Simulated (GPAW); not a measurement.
MoSe2, 6 atoms in the cell. Symmetry: P6_3/mmc, No. 194, hexagonal system. The conventional cell has a = 3.288 Å, b = 3.288 Å, c = 12.900 Å, α = 90.00°, β = 90.00°, γ = 120.00°. Mo (site symmetry -6m2) has 6 Se at 2.49 Å as nearest neighbours. Se (site symmetry 3m) has 3 Mo at 2.49 Å as nearest neighbours. 

```yaml
Program: GPAW 26.7.0
Task: band structure
Functional: PBEsol
Potentials_or_basis: PAW data sets generated in the run's folder for this functional
Cutoff: 600 eV
Basis: pw
k_mesh: 7 × 7 × 2
Occupations: fermi-dirac, width 0.05 eV
Spin: spin-orbit coupling, no magnetisation
Maxiter: 150
Band_path: GMKGALHA,LM,KH
Band_points: 60
spin_axis_theta_degrees: 54.7
spin_axis_phi_degrees: 45
Soc_after_scf: second variation
```

Potentials or basis: PAW data sets generated in the run's folder for this functional, pw.

Run with:

```sh
$ gpaw-setup -f PBEsol Mo Se
$ OMP_NUM_THREADS=1 python run.py
```

Hardware: 1 thread of Intel(R) Xeon(R) 6975P-C (Granite Rapids), with other jobs on the host.

Q: Estimate the wall time of this run.

A: Run time: 110 s on 1 thread of Intel(R) Xeon(R) 6975P-C (Granite Rapids) (shared host), peak memory 0.71 GiB. Counts: scf iterations 18, plane waves 4083, bands 46, k points 16.
